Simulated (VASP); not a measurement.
Input of a VASP 6.6.1 run:

Contents of INCAR:

```
SYSTEM = Au
PREC     = Accurate       ! precision mode
ENCUT    = 520            ! plane-wave cutoff, eV
EDIFF    = 1E-6           ! SCF threshold, eV
ISMEAR   = 1              ! smearing method
SIGMA    = 0.1            ! smearing width, eV
LREAL    = .FALSE.        ! projectors in reciprocal space
LASPH    = .TRUE.         ! aspherical terms in the spheres
NELM     = 60             ! most SCF steps
ALGO     = Normal         ! electronic algorithm
ISIF     = 2              ! what is computed and relaxed
LWAVE    = .FALSE.        ! write WAVECAR
LCHARG   = .TRUE.         ! write CHGCAR
GGA      = PS             ! functional
LVHAR    = .TRUE.
```

KPOINTS

```
regular mesh
0
G
  18 18 18
  0 0 0
```

File POSCAR:

```
Au                                      
1.0
   -0.0000000000      2.0411008366      2.0411008366
    2.0411008366     -0.0000000000      2.0411008366
    2.0411008366      2.0411008366      0.0000000000
  Au            
     1
Direct
     0.0000000000000000    0.0000000000000000    0.0000000000000000
```

Potentials or basis: VASP PAW PBE potentials, release 64 (Au).

Command:

```console
$ cat potpaw_PBE.64/Au/POTCAR > POTCAR
$ mpirun -np 1 vasp_std > vasp.out
```

**Question.** Predict the pressure.

**Answer.** -0.1 GPa.

**Question.** Predict the band gap on the k mesh.

**Answer.** None (metal or under the smearing width).

Caveat: the PAW data sets were made with another functional, which shifts forces and pressure a little. Spin-orbit coupling is left out, which matters for the levels of Au.
